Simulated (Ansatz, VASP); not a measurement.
## AlN: VASP beside Ansatz

Contents of INCAR:

```
SYSTEM = AlN
ALGO = Normal ; EDIFF = 1E-7
ENCUT = 520 ; GGA = PE
ISIF = 2 ; ISMEAR = 0
LASPH = .TRUE. ; LCHARG = .TRUE.
LELF = .TRUE. ; LREAL = .FALSE.
LVHAR = .TRUE. ; LWAVE = .FALSE.
NBANDS = 11 ; NELM = 100
PREC = Accurate ; SIGMA = 0.05
```

File KPOINTS:

```
k-points
0
G
  10 10 10
  0 0 0
```

The input POSCAR:

```
AlN
1.0
    0.0000000000      2.0345180000      2.0345180000
    2.0345180000      0.0000000000      2.0345180000
    2.0345180000      2.0345180000      0.0000000000
Al N
1 1
Direct
    0.5552956523      0.4447043477      0.4447043477
    0.0000000000      0.0000000000      0.0000000000
```

Input for Ansatz:

```yaml
crystal:
  lattice:
    - [0.0, 2.034518, 2.034518]
    - [2.034518, 0.0, 2.034518]
    - [2.034518, 2.034518, 0.0]
  atoms:
    - { symbol: Al, position: [0.5552956523, 0.4447043477, 0.4447043477] }
    - { symbol: "N", position: [0.0, 0.0, 0.0] }
basis:
  ecutwfc: 420
kpoints:
  mp_grid: { grid: [10, 10, 10] }
hamiltonian:
  xc: pbe
scf:
  occupations: { method: gaussian, width: 0.05 }
output:
  forces: true
  stress: true
  eigenvalues: true
```

Alike in both runs: task single point; functional PBE; k mesh 10 × 10 × 10; occupations gaussian, width 0.05 eV; no spin polarisation.

|  | VASP | Ansatz |
| --- | --- | --- |
| version | VASP 6.6.1 | Ansatz 0.2.0 |
| potentials or method | VASP PAW PBE potentials, release 64 (Al, N) | scalar-relativistic, plane waves, PAW |
| plane-wave cutoff (eV) | 520 | 420 |
| valence electrons in the cell | 8 | 8 |

Ansatz gave:

| Quantity | Value |
| --- | --- |
| gap on the k mesh at the Fermi level (eV) | 4.31 |
| least direct gap on the mesh (eV) | 5.30 |
| pressure (GPa) | 8.6 |
| largest component of the traceless stress (GPa) | 20.01 |
| rms of the force components (eV/Å) | 1.243 |

**Question.** What did VASP give for the same quantities?

**Answer.** gap on the k mesh at the Fermi level (eV): 4.29; least direct gap on the mesh (eV): 5.32; pressure (GPa): 8.4; largest component of the traceless stress (GPa): 20.17; rms of the force components (eV/Å): 1.247.

Atom by atom the forces differ by 0.004 eV/Å (rms over components).

Caveats: forces of over 1 eV/Å show positions far from the minimum, so gaps and moduli don't describe the material at rest. A k mesh can miss the band edges.
